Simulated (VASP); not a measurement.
Wanted: the native input for a VASP 6.6.1 run.

```
Task                   : relaxation of shape and atoms at fixed volume
Functional             : r2SCAN
Potentials or basis    : VASP PAW PBE potentials, release 64 (Ba_sv, Ti_sv, O)
Cutoff                 : 600 eV
k mesh                 : 7 × 7 × 7
Occupations            : gaussian, width 0.03 eV
Spin                   : no spin polarisation
Further INCAR settings : ALGO = Normal; EDIFF = 1e-07; IBRION = 2; EDIFFG = -0.01; NSW = 40; ISIF = 4
```

The structure of BaTiO3 lies in POSCAR:

```
BaTiO3                                  
1.0
    2.8858242706      1.6661314194      2.3675382928
   -2.8858242706      1.6661314194      2.3675382928
   -0.0000000000     -3.3322628389      2.3675382928
  Ba              Ti              O             
     1     1     3
Direct
     0.9975285894313949    0.9975285894313949    0.9975285894313949
     0.4842479316109137    0.4842479316109137    0.4842479316109137
     0.5093152506110088    0.5093152506110088    0.0187929777356718
     0.0187929777356718    0.5093152506110088    0.5093152506110088
     0.5093152506110088    0.0187929777356718    0.5093152506110088
```

The cell isn't the ideal one: a relaxed cell with its volume scaled by 1.04.

The input as run:

INCAR

```
PREC     = Accurate       # precision mode
ENCUT    = 600            # plane-wave cutoff, eV
EDIFF    = 1E-7           # SCF threshold, eV
ISMEAR   = 0              # smearing method
SIGMA    = 0.03           # smearing width, eV
LREAL    = F              # projectors in reciprocal space
LASPH    = T              # aspherical terms in the spheres
NELM     = 80             # most SCF steps
ALGO     = Normal         # electronic algorithm
ISIF     = 4              # what is computed and relaxed
LWAVE    = F              # write WAVECAR
LCHARG   = F              # write CHGCAR
METAGGA  = R2SCAN         # meta-GGA
LMIXTAU  = T            
IBRION   = 2              # ionic algorithm
NSW      = 40             # ionic steps
EDIFFG   = -0.01          # ionic threshold
KPAR     = 2
```

KPOINTS

```
regular mesh
0
Gamma
  7 7 7
```

Potentials or basis: VASP PAW PBE potentials, release 64 (Ba_sv, Ti_sv, O).

Command:

```console
$ cat potpaw_PBE.64/Ba_sv/POTCAR potpaw_PBE.64/Ti_sv/POTCAR potpaw_PBE.64/O/POTCAR > POTCAR
$ mpirun -np 2 vasp_std > vasp.out
```

Results of the run:

The energy gained by relaxing is 3.7 meV/atom and the ionic steps are 8. The pressure after relaxing is -4.0 GPa. The band gap on the k mesh is 3.06 eV, indirect (least direct gap 3.55 eV).

Caveat: the PAW data sets were made with another functional, which shifts forces and pressure a little; spin-orbit coupling is left out, which moves the levels of the heavy elements; an odd mesh through Γ misses points on the zone boundary, where band edges often lie.

It took 13 min on 2 MPI ranks on AMD EPYC 9R45 (Zen 5), with other jobs on the host, peak memory 0.26 GiB a rank.
